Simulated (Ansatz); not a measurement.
# KF (Fm-3m) at 3 levels of theory

One geometry, relaxed with PBE; plane waves with PAW potentials in Ansatz, scalar-relativistic. No spin polarisation. Gaps are the least over mesh and band path; pressure is positive in compression.

```yaml
crystal:
  lattice:
    - [0.00000, 2.71032, 2.71032]
    - [2.71032, 0.00000, 2.71032]
    - [2.71032, 2.71032, 0.00000]
  atoms:
    - { symbol: K, position: [0.50000, 0.50000, 0.50000] }
    - { symbol: F, position: [0.00000, 0.00000, 0.00000] }
```

```csv
level,cutoff (eV),k mesh,gap (eV),pressure (GPa)
PBE,420,8×8×8,5.96,0.0
```

Question: What comes out on the same cell with r2SCAN, LDA?

Answer:
```tsv
level	cutoff (eV)	k mesh	gap (eV)	pressure (GPa)
r2SCAN	500	8×8×8	6.61	-1.8
LDA	420	8×8×8	5.60	-4.4
```

The cell was reached from a generator's guess, though it ends in a space group that the Crystallography Open Database lists for this formula.
